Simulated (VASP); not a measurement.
MoS2, 6 atoms in the cell. The structure is hexagonal, space group P6_3/mmc (No. 194). Conventional cell: a = 3.169 Å, b = 3.169 Å, c = 12.127 Å, α = 90.00°, β = 90.00°, γ = 120.00°. Mo (site symmetry -6m2) is surrounded by 6 S at 2.41 Å. S (site symmetry 3m) is surrounded by 3 Mo at 2.41 Å. 

* Program: VASP 6.6.1
* Task: relaxation of the atoms
* Functional: optB88-vdW
* Potentials or basis: VASP PAW PBE potentials, release 64 (Mo_sv, S)
* Cutoff: 520 eV
* k mesh: 12 × 12 × 3
* Occupations: gaussian, width 0.05 eV
* Spin: no spin polarisation
* Further INCAR settings: ALGO = Normal; EDIFF = 1e-07; IBRION = 2; EDIFFG = -0.005; NSW = 40

Potentials or basis: VASP PAW PBE potentials, release 64 (Mo_sv, S).

Launch:

```sh
$ cat potpaw_PBE.64/Mo_sv/POTCAR potpaw_PBE.64/S/POTCAR > POTCAR
$ mpirun -np 2 vasp_std > vasp.out
```

Hardware: 2 MPI ranks on Intel(R) Xeon(R) Platinum 8488C (Sapphire Rapids), with other jobs on the host.

Problem. How long does it take, and how much memory?

Solution. It took 3.2 min on 2 MPI ranks on Intel(R) Xeon(R) Platinum 8488C (Sapphire Rapids), with other jobs on the host, peak memory 0.54 GiB a rank. Counts: scf iterations 28, k points 38, ion steps 3.
